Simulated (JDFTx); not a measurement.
A run of JDFTx 1.7.0 (patched build):

The input PtS2.in:

```
lattice \
    6.6956776048    -3.3478388024     0.0000000000 \
    0.0000000000     5.7986269013     0.0000000000 \
    0.0000000000     0.0000000000     9.5219519968
coords-type Lattice
ion Pt     0.0000000000     0.0000000000     0.0000000000 1
ion S      0.6666666667     0.3333333333     0.7730000000 1
ion S      0.3333333333     0.6666666667     0.2270000000 1

ion-species pseudo/Pt.upf
ion-species pseudo/S.upf
elec-cutoff 42 336
elec-ex-corr gga-x-pbe-r gga-c-pbe
kpoint-folding 9 9 5
elec-smearing Fermi 0.0018374661
elec-n-bands 22
electronic-SCF nIterations 100 energyDiffThreshold 1e-09
electronic-minimize nIterations 30 energyDiffThreshold 1e-7
converge-empty-states yes
forces-output-coords Cartesian

dump-name run.$VAR
dump End Ecomponents EigStats BandEigs Kpoints Forces Stress ElecDensity
```

Potentials or basis: PseudoDojo-SR-PBE-0.5-standard with smoothed tails.

Command:

```sh
$ jdftx -c 1 -i PtS2.in -o PtS2.out
```

Hardware: 1 thread of Intel(R) Xeon(R) Platinum 8259CL CPU @ 2.50GHz (Skylake/Cascade Lake) (shared host).

Estimate the wall time of this run.

It took 4.9 min on 1 thread of Intel(R) Xeon(R) Platinum 8259CL CPU @ 2.50GHz (Skylake/Cascade Lake), with other jobs on the host, peak memory 0.4 GiB. Counts: scf iterations 16, bands 22, k points 50, plane waves 4805.
